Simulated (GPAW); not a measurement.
The system is ZrSe2.

```
Zr Se
1.0
     3.79800    0.00000    0.00000
    -1.89900    3.28916    0.00000
     0.00000    0.00000    6.19200
Zr Se
1 2
Direct
  0.00000 0.00000 0.00000
  0.66667 0.33333 0.75000
  0.33333 0.66667 0.25000
```

- Program: GPAW 26.7.0
- Task: relaxation of cell and atoms
- Functional: revPBE
- Potentials or basis: the program's PAW data sets (release 1.2.1) made for this functional
- Cutoff: 600 eV
- Basis: pw
- k mesh: 8 × 8 × 5
- Occupations: fermi-dirac, width 0.05 eV
- Spin: no spin polarisation

At the start: pressure 3.2 GPa; volume 25.78 Å³/atom.

**Question.** Where does the relaxation end?

**Answer.** Over 10 steps the energy falls by 42.2 meV/atom and the volume is 33.13 Å³/atom (+28.5 %); space group P-3m1 (No. 164, to 0.05 Å).

The path:
| step | energy change (eV) | largest force (eV/Å) | pressure (GPa) | volume (Å³) |
| --- | --- | --- | --- | --- |
| 1 | 0.0000 | 0.3166 | 3.22 | 77.35 |
| 2 | -0.0133 | 0.1838 | 2.42 | 77.93 |
| 3 | -0.0307 | 0.1617 | 0.34 | 79.63 |
| 4 | -0.0323 | 0.1841 | 0.18 | 79.87 |
| 5 | -0.0472 | 0.2953 | -0.79 | 82.25 |
| 6 | -0.0660 | 0.3102 | -1.26 | 85.33 |
| 7 | -0.0983 | 0.1522 | -1.06 | 91.53 |
| 8 | -0.1115 | 0.1130 | -0.28 | 97.57 |
| 9 | -0.1131 | 0.0933 | -0.30 | 97.43 |
| 10 | -0.1267 | 0.0353 | -0.08 | 99.39 |

Final structure:
```yaml
crystal:
  lattice:
    - [3.82800, 0.00000, 0.00000]
    - [-1.91400, 3.31515, 0.00000]
    - [0.00000, 0.00000, 7.83226]
  atoms:
    - { symbol: Zr, position: [0.00000, 0.00000, 0.00000] }
    - { symbol: Se, position: [0.66667, 0.33333, 0.79781] }
    - { symbol: Se, position: [0.33333, 0.66667, 0.20219] }
```

Caveat: later steps reuse the first step's grids; the volume moved by over 15 % at a fixed basis, so the end points are rough; this functional lacks dispersion, which binds the layers, so the pressure and a relaxed spacing across them are unreliable, and here the layers came unbound; the volume moved by +28 % from the deposited cell, more than functionals usually miss.
